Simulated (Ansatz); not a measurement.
# HfC: how the settings move a single-point run

Question: which choices in the input matter for HfC?

Method: reference: DFT, PBE, all-electron LAPW, scalar-relativistic, in Ansatz 0.2.0.

### 1 Starting point

It takes space group I4/mmm (No. 139, tetragonal). The conventional cell has a = 3.313 Å, b = 3.313 Å, c = 4.580 Å, α = 90.00°, β = 90.00°, γ = 90.00°. Hf (site symmetry 4/mmm) has 6 C at 2.29 to 2.34 Å in its first shell of neighbours. C (site symmetry 4/mmm) is surrounded by 6 Hf at 2.29 to 2.34 Å.

As a file:

```xyz
2
Lattice="0.0000 2.3426 2.2901 2.3426 0.0000 2.2901 2.3426 2.3426 0.0000" Properties=species:S:1:pos:R:3 pbc="T T T"
Hf    2.3426    2.3426    2.2901
C     0.0000    0.0000    0.0000
```

### 2 Reference

input.yaml

```yaml
crystal:
  lattice:
    - [0.0, 2.3426361566, 2.290125]
    - [2.3426361566, 0.0, 2.290125]
    - [2.3426361566, 2.3426361566, 0.0]
  atoms:
    - { symbol: Hf, position: [0.5, 0.5, 0.5] }
    - { symbol: C, position: [0.0, 0.0, 0.0] }
kpoints:
  mp_grid: { grid: [15, 15, 15] }
scf:
  occupations: { method: fermi_dirac, width: 0.05 }
hamiltonian:
  xc: pbe
  pseudopotentials: { kind: all_electron, lapw: { basis_error: 0.001 } }
output:
  forces: true
  stress: true
  eigenvalues: true
```

On the command line:

```
$ ansatz run input.yaml --threads 1 --pin off --max-ram 2048MiB --backend cpu --events-out ev --progress --plain --runs-dir out
```

### 3 Changed: scf.algorithm density_mixing

input.yaml, as its differences from that of step 2:

```diff
@@ -12,2 +12,3 @@
   occupations: { method: fermi_dirac, width: 0.05 }
+  algorithm: density_mixing
 hamiltonian:
```

**Question.** What will these runs give? Wanted: for each run, ending; energy change; pressure; gap; force.

As calculated:

```
                            run     ending  energy change  pressure (GPa)  gap (eV)  force (eV/Å)  cycles  time
                      reference  converged              0             0.5      0.00          0.00      10  64 s
1: scf.algorithm density_mixing  converged   0.0 meV/atom             0.5      0.00          0.00      10  65 s
```

Residual by cycle in the longest SCF loop of each run; runs are numbered as in the table. The quantity is the density residual dr2, in eV.

```
cycle  reference    run 1
    1        6.1      6.1
    2      0.308    0.308
    3      0.294    0.294
    4     0.0879   0.0879
    5    0.00322  0.00322
    6     4.9e-4   4.9e-4
    7     7.5e-5   7.5e-5
    8     6.6e-6   6.6e-6
    9     7.1e-7   7.1e-7
   10     3.6e-8   3.6e-8
```

What this shows: Energy and cycle count are those of the reference, so the change (solver) left the result and the number of cycles as they were.
